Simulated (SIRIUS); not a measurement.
## Ta: band structure with PBE

Crystal: Ta.

```xyz
1
Lattice="-1.6513 1.6513 1.6513 1.6513 -1.6513 1.6513 1.6513 1.6513 -1.6513" Properties=species:S:1:pos:R:3 pbc="T T T"
Ta    0.0000    0.0000    0.0000
```

```json
{"Program": "SIRIUS 7.12.0", "Task": "band structure", "Functional": "PBE", "Potentials or basis": "all-electron FP-LAPW", "Cutoff": "164 eV", "Basis": "apw+lo standard", "k mesh": "11 × 11 × 11", "Occupations": "fermi-dirac, width 0.05 eV", "Spin": "no spin polarisation", "Muffin tin radii": "Ta 2.65 bohr", "Basis cutoff (gk_cutoff)": "3.47 1/bohr", "Cutoff of density and potential (pw_cutoff)": "20 1/bohr", "lmax of the basis": "11", "lmax of density and potential": "8", "Valence relativity": "iora", "Core states": "Ta 1s2s2p3s3p3d4s4p4d", "Local orbitals (radial functions)": "Ta 17", "Reference energy of the basis": "0.39 Ha", "Smallest sphere radius times basis cutoff": "9.2", "Start of the SCF": "LDA density"}
```

The band gap along the path is none (metal or under the smearing width) and the all electrons inside the program's atomic spheres are Ta 71.39 (radii Ta 2.65 bohr).

Levels at the corners of the path, in eV from the Fermi level:
```csv
point,band 11,band 12,band 13,band 14,band 15,band 16
Γ,-18.78,-7.90,0.73,0.73,0.73,4.01
H,-18.82,-3.80,-3.80,6.84,6.84,6.84
N,-18.81,-4.37,-1.54,1.60,3.89,4.92
Γ,-18.78,-7.90,0.73,0.73,0.73,4.01
P,-18.84,-1.22,-1.22,-1.22,5.10,5.10
H,-18.82,-3.80,-3.80,6.84,6.84,6.84
```

Run time: 45 s on 1 thread of Arm Neoverse V1 (shared host), peak memory 0.34 GiB.

Caveat: spin-orbit coupling is left out, which moves the levels of the heavy elements.
